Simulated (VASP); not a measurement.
A run of VASP 6.6.1:

File INCAR:

```
SYSTEM = InAs
PREC     = Accurate       ! precision mode
ENCUT    = 520            ! plane-wave cutoff, eV
EDIFF    = 1E-7           ! SCF threshold, eV
ISMEAR   = -1             ! smearing method
SIGMA    = 0.05           ! smearing width, eV
LREAL    = .False.        ! projectors in reciprocal space
LASPH    = .True.         ! aspherical terms in the spheres
NELM     = 80             ! most SCF steps
ALGO     = Normal         ! electronic algorithm
ISIF     = 2              ! what is computed and relaxed
LWAVE    = .False.        ! write WAVECAR
LCHARG   = .False.        ! write CHGCAR
GGA      = PE             ! functional
NBANDS   = 16             ! bands
```

KPOINTS

```
Automatic mesh
0
Gamma
  8 8 8
  0 0 0
```

Contents of POSCAR:

```
InAs
1.0
    0.0000000000      2.8773040000      2.8773040000
    2.8773040000      0.0000000000      2.8773040000
    2.8773040000      2.8773040000      0.0000000000
In As
1 1
Direct
    0.5000000000      0.5000000000      0.5000000000
    0.0000000000      0.0000000000      0.0000000000
```

Potentials or basis: VASP PAW PBE potentials, release 64 (In_d, As).

The run is started by

```console
$ cat potpaw_PBE.64/In_d/POTCAR potpaw_PBE.64/As/POTCAR > POTCAR
$ mpirun -np 1 vasp_std > vasp.out
```

Hardware: 1 thread of Intel(R) Xeon(R) Platinum 8175M CPU @ 2.50GHz (Skylake/Cascade Lake), on a shared host.

Q: How long does it take, and how much memory?

A: It took 35 s on 1 thread of Intel(R) Xeon(R) Platinum 8175M CPU @ 2.50GHz (Skylake/Cascade Lake), on a shared host, peak memory 0.17 GiB. Counts: scf iterations 14, k points 29.
